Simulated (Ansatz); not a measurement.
Al:

```
Al
1.0
    -1.59122    1.59122    1.59122
     1.59122   -1.59122    1.59122
     1.59122    1.59122   -1.59122
Al
1
Direct
  0.00000 0.00000 0.00000
```

This isn't the form of Al at room conditions, which is fcc.

```yaml
Program: Ansatz 0.2.0
Task: relaxation of cell and atoms
Functional: HSE03
Potentials_or_basis: Ansatz PAW
Cutoff: "420 eV (not typed: the program's choice for these potentials)"
k_mesh: 6 × 6 × 6
Occupations: fermi-dirac, width 0.05 eV
Spin: no spin polarisation
```

At the start: volume 16.12 Å³/atom.

Question: How do energy, volume and symmetry change on relaxing?

Answer: It ends after 4 steps and the volume is 16.83 Å³/atom (+4.5 %); space group Im-3m (No. 229, to 0.05 Å).

The path:
```
step  energy change (eV)  largest force (eV/Å)  volume (Å³)
   1              0.0000                0.0000        16.12
   2             -0.0076                0.0000        16.87
   3             -0.0077                0.0000        16.83
   4             -0.0080                0.0000        16.83
```

Final structure:
```
Al
1.0
    -1.61451    1.61451    1.61451
     1.61451   -1.61451    1.61451
     1.61451    1.61451   -1.61451
Al
1
Cartesian
  0.0000 0.0000 0.0000
```

Caveat: the k mesh is coarse (spacing up to 0.47 Å⁻¹), so the values aren't converged, least of all with exact exchange; the plane-wave basis is chosen anew once the cell has moved, so the energies of steps on either side of that aren't comparable; the PAW data sets come from PBE, with cores solved anew for the run's functional, which leaves a small shift of forces and pressure.
